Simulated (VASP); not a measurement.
Input of a VASP 6.6.1 run:

File INCAR:

```
SYSTEM = AlO
PREC = Accurate
ENCUT = 520
EDIFF = 1E-7
ISMEAR = 0
SIGMA = 0.0941
LREAL = .FALSE.
LASPH = .TRUE.
NELM = 60
ALGO = Fast
ISIF = 2
LWAVE = .FALSE.
LCHARG = .FALSE.
GGA = PS
NBANDS = 12
```

The input KPOINTS:

```
Automatic mesh
0
G
  6 6 6
  0 0 0
```

Contents of POSCAR:

```
AlO
1.0
    2.8114940000      0.0000000000      0.0000000000
    0.0000000000      2.8114940000      0.0000000000
    0.0000000000      0.0000000000      2.8114940000
Al O
1 1
Direct
    0.5000000000      0.5000000000      0.5000000000
    0.0000000000      0.0000000000      0.0000000000
```

Potentials or basis: VASP PAW PBE potentials, release 64 (Al, O).

Command:

```bash
$ cat potpaw_PBE.64/Al/POTCAR potpaw_PBE.64/O/POTCAR > POTCAR
$ mpirun -np 1 vasp_std > vasp.out
```

(1) Estimate the band gap on the k mesh.

(2) Estimate the pressure.

Results:

(1) none (metal or under the smearing width).

(2) -9.4 GPa.

Caveat: the k mesh is coarse (spacing up to 0.37 Å⁻¹), so the values aren't converged; the PAW data sets were made with another functional, which shifts forces and pressure a little; an odd number of electrons without spin polarisation forces a metal; a magnetic or distorted state may lie lower.
